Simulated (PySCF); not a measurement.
# How well do the runs reproduce experiment for cyclobutene?

**What was measured.**

From NIST CCCBDB Release 22 (SRD 101), experimental dipoles, for the gas: dipole moment (microwave Stark effect) 0.132 D.

The results are set against them at the end.

Cyclobutene, C₄H₆.
Atom-mapped SMILES: `[CH:1]1=[CH:2][CH2:3][CH2:4]1` (hydrogens: H5 on C1; H6 on C2; H7, H8 on C3; H9, H10 on C4)

Cartesian coordinates in Å at the GFN2-xTB level; atoms count from 1:
```
atom  x, y, z in Å
C1     1.0892    0.3131   -0.0732
C2     0.0388    1.1153   -0.2101
C3    -0.9668    0.0189    0.0063
C4     0.2592   -0.9176    0.1642
H5     2.1542    0.4531   -0.1109
H6    -0.0876    2.1652   -0.4029
H7    -1.5831    0.1210    0.8985
H8    -1.6066   -0.2024   -0.8468
H9     0.3455   -1.6921   -0.5968
H10    0.3662   -1.3700    1.1492
```

Runs made with PySCF (gas phase, on this GFN2-xTB geometry; no spin–orbit coupling):

| level | job | basis functions |
| --- | --- | --- |
| PBE0/pcSseg-1 | shieldings, ring-centre shieldings, charges and field gradients | 98 |
| PBE/pcSseg-1 | shieldings, ring-centre shieldings, charges and field gradients | 98 |
| PBE0/def2-TZVPP, grid level 1, level shift 0.1 Eh | shieldings, ring-centre shieldings | 208 |
| LDA/IGLO-III | shieldings, ring-centre shieldings | 200 |
| wB97X-D/def2-SVPD | 8 singlets by full TDDFT, 3 Tamm–Dancoff triplets, polarisability | 128 |
| PBE0/def2-SVPD | 6 singlets by full TDDFT, 2 Tamm–Dancoff triplets, polarisability | 128 |
| OPBE/pcSseg-0, grid level 3 | 3 singlets by full TDDFT, polarisability | 48 |
| PBE/def2-SVPD | 25 singlets by full TDDFT, 5 Tamm–Dancoff triplets, polarisability | 128 |
| B3LYP/pcJ-1 | spin–spin couplings from 10 perturbed nuclei, spin–dipole term left out | 168 |

Results beside the measurements:

**Dipole moment.** Measured: 0.132 D (NIST CCCBDB Release 22 (SRD 101), experimental dipoles).

```json
{"level": "PBE0/pcSseg-1", "computed (D)": "0.191", "computed − measured (D)": "+0.059"}
{"level": "PBE/pcSseg-1", "computed (D)": "0.215", "computed − measured (D)": "+0.083"}
{"level": "PBE0/def2-TZVPP", "computed (D)": "0.155", "computed − measured (D)": "+0.023"}
{"level": "LDA/IGLO-III", "computed (D)": "0.247", "computed − measured (D)": "+0.115"}
{"level": "wB97X-D/def2-SVPD", "computed (D)": "0.150", "computed − measured (D)": "+0.018"}
{"level": "PBE0/def2-SVPD", "computed (D)": "0.154", "computed − measured (D)": "+0.022"}
{"level": "OPBE/pcSseg-0", "computed (D)": "0.202", "computed − measured (D)": "+0.070"}
{"level": "PBE/def2-SVPD", "computed (D)": "0.182", "computed − measured (D)": "+0.050"}
{"level": "B3LYP/pcJ-1", "computed (D)": "0.175", "computed − measured (D)": "+0.043"}
```

All 9 levels lie above the measurement. The computed dipoles belong to one fixed geometry; measured ones are averaged over vibrations unless marked μe. Magnitudes are compared, not signs.

The geometry is computed, not the measured one. Where a level misses, the cause wasn't examined.

Note: wB97X-D ran without an empirical dispersion term, which enters the total energy and its gradient alone.
